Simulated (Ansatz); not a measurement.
Ionic part of the dielectric constant of HfO₂ at -1 GPa, mode by mode

Method: Ansatz, DFT PBE, scalar-relativistic, plane waves, PAW. Cutoff 420 eV, 8×8×8 k-points (Γ-centred), fixed occupations. No spin polarisation. Phonons by linear response, acoustic sum rule imposed.

Symmetry: Fm-3m, No. 225, cubic system. Conventional cell: a = 5.105 Å, b = 5.105 Å, c = 5.105 Å, α = 90.00°, β = 90.00°, γ = 90.00°. Around Hf (site symmetry m-3m) lie 8 O at 2.21 Å. O (site symmetry -43m) has 4 Hf at 2.21 Å as nearest neighbours.

Spin–orbit coupling is left out, which matters for heavy elements.

The primitive cell has V = 33.25 Å³ and ε∞,zz = 5.306. Each polar mode adds Δε = (4.92064×10⁷/V)·S/ν² along z, with S its oscillator strength in e²/amu, ν in cm⁻¹ and V in Å³.

Question: From these modes, find each Δε and ε0,zz.
```json
{"ν (cm⁻¹)": "211.8", "S_zz (e²/amu)": "1.132"}
```

Answer:
```
ν (cm⁻¹)     Δε
   211.8  37.33
```

The sum is 37.325, so ε0,zz = 42.63; the run's tensor has 42.63.

Question: Where do the longitudinal modes lie for a wave vector along z?

Answer: At 600 cm⁻¹. The Lyddane–Sachs–Teller product Π(ν_LO/ν_TO)² = 8.03 matches ε0/ε∞ = 8.03.

This fluorite-type form isn't the usual stable structure of the compound.

Cost: 1 run of about 0.38 core-minutes, on Intel Xeon 6975P-C (Granite Rapids) (shared hosts).